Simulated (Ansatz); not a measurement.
Convergence test, Au

The calculation used DFT PBE, scalar-relativistic, plane waves, PAW in Ansatz 0.2.0.

```
Au
1.0
     1.41131   -2.55593    0.00000
     1.41131    2.55593    0.00000
     0.00000    0.00000    4.89317
Au
2
Cartesian
  1.4113 -0.8451 1.2233
  1.4113 0.8451 3.6699
```

```
plane-wave cutoff : 420 eV
occupation rule   : Gaussian smearing, 0.1 eV
spin treatment    : unpolarised
```

The atoms are held and the k-point mesh is swept. Energies are extrapolated to zero smearing and count from the reference run, 28×28×14. The cell isn't necessarily relaxed at this level. The meshes are Γ-centred. Spin–orbit coupling is left out. Pressure is positive in compression.

One run gave ΔE = 7.92 meV/atom and P = 3.27 GPa. Which k-point mesh did it use, of 6×6×4, 8×8×4, 8×8×6, 10×10×6, 12×12×6, 14×14×8, 16×16×8, 16×16×10, 18×18×10, 22×22×12, 24×24×12?

10×10×6. All runs:

| mesh | ΔE (meV/atom) | P (GPa) | largest change of a force component (eV/Å) | irreducible points |
| --- | --- | --- | --- | --- |
| 6×6×4 | 41.3 | 3.38 | 0.009 | 39 |
| 8×8×4 | 11.5 | 3.63 | 0.021 | 63 |
| 8×8×6 | 24.1 | 3.38 | 0.015 | 84 |
| 10×10×6 | 7.92 | 3.27 | 0.001 | 124 |
| 12×12×6 | 2.58 | 3.20 | 0.005 | 172 |
| 14×14×8 | 1.24 | 3.15 | 0.006 | 285 |
| 16×16×8 | -0.03 | 3.18 | 0.003 | 365 |
| 16×16×10 | -0.06 | 3.16 | 0.004 | 438 |
| 18×18×10 | 0.52 | 3.19 | 0.003 | 546 |
| 22×22×12 | 0.36 | 3.18 | 0.001 | 931 |
| 24×24×12 | 0.42 | 3.14 | 0.000 | 1099 |
| 28×28×14 | 0.00 | 3.15 | 0.000 | 1688 |

This form isn't the element's structure at ambient conditions.